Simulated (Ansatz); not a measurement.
# Al2Cu: how settings move the results

One table from this session's results is given with a row withheld; the runs are named, their logs left out.

Program: Ansatz 0.2.0. Level of theory: DFT PBE, scalar-relativistic, plane waves, PAW for the base; runs at other levels say so in their headings and inputs. These are calculated values, not measurements.

**Starting point**

It takes space group P4/mmm (No. 123, tetragonal). The conventional cell has a = 4.105 Å, b = 4.105 Å, c = 2.891 Å, α = 90.00°, β = 90.00°, γ = 90.00°. Al (site symmetry mmm) has 4 Cu at 2.51 Å as nearest neighbours. Cu (site symmetry 4/mmm) is surrounded by 8 Al at 2.51 Å.

Coordinates:

```
CELL_PARAMETERS angstrom
4.10518 0.00000 0.00000
0.00000 4.10518 0.00000
0.00000 0.00000 2.89131
ATOMIC_POSITIONS crystal
Al 0.50000 0.00000 0.50000
Al 0.00000 0.50000 0.50000
Cu 0.00000 0.00000 0.00000
```

The structure comes from the Materials Project (structure only); it is used as listed.

Set-up of the first run:

Contents of input.yaml:

```yaml
crystal:
  lattice:
    - [4.105182, 0.0, 0.0]
    - [0.0, 4.105182, 0.0]
    - [0.0, 0.0, 2.891313]
  atoms:
    - { symbol: Al, position: [0.5, 0.0, 0.5] }
    - { symbol: Al, position: [0.0, 0.5, 0.5] }
    - { symbol: Cu, position: [0.0, 0.0, 0.0] }
basis:
  ecutwfc: 420
kpoints:
  mp_grid: { grid: [4, 4, 6] }
hamiltonian:
  xc: pbe
scf:
  occupations: { method: gaussian, width: 0.1 }
output:
  forces: true
  stress: true
  eigenvalues: true
```

Run with:

```console
ansatz run input.yaml --threads 1 --pin off --max-ram 2560MiB --backend cpu --events-out ev --progress --plain --runs-dir out
```

Steps of the session up to this table: Quick check of gap, pressure and forces; Base run on a denser mesh; Functional set to LDA; Functional set to PBEsol; Functional: r2SCAN; Functional set to HSE06.

One of the session's tables, all rows but one given; the rest of the session is left out.

It belongs to the step «What the functional changes». 

| functional | pressure (GPa) |
| --- | --- |
| PBE | 0.5 |
| LDA | -5.1 |
| PBEsol | -2.4 |
| r2SCAN | ? |
| HSE06 | -0.4 |

Estimate the missing values for r2SCAN.

The run gave: pressure (GPa): -2.2. In the column «pressure (GPa)» it lies between PBEsol (-2.4) and HSE06 (-0.4).

Limits of these values: Warnings in the runs' records: filled band counts differ across k points, stress scf threshold loose, stress exchange threshold loose.
